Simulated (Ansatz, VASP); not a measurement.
# BN in VASP and in Ansatz

```
CELL_PARAMETERS angstrom
1.25208 0.72289 3.49491
-1.25208 0.72289 3.49491
0.00000 -1.44578 3.49491
ATOMIC_POSITIONS crystal
B 0.99962 0.99962 0.99962
N 0.33281 0.33281 0.33281
```

Alike in both runs: functional PBEsol; k mesh 12 × 12 × 12; no spin polarisation.

Ansatz relaxed the structure, and its values are those at the end. VASP's run is a single point on that final structure, the one shown.

```csv
,VASP,Ansatz
version,VASP 6.6.1,Ansatz 0.2.0
potentials or method,"VASP PAW PBE potentials, release 64 (B, N)","scalar-relativistic, plane waves, PAW"
plane-wave cutoff (eV),520,420
occupations,"gaussian, width 0.01 eV",fixed
valence electrons in the cell,8,8
```

|  | VASP | Ansatz | Ansatz less VASP |
| --- | --- | --- | --- |
| gap on the k mesh at the Fermi level (eV) | 4.24 | 4.25 | +0.010 |
| least direct gap on the mesh (eV) | 4.63 | 4.63 | +0.007 |
| pressure (GPa) | 0.3 | 0.0 | -0.28 |

Caveats: the PAW data sets were made with another functional, which shifts forces and pressure a little (VASP). A k mesh can miss the band edges.
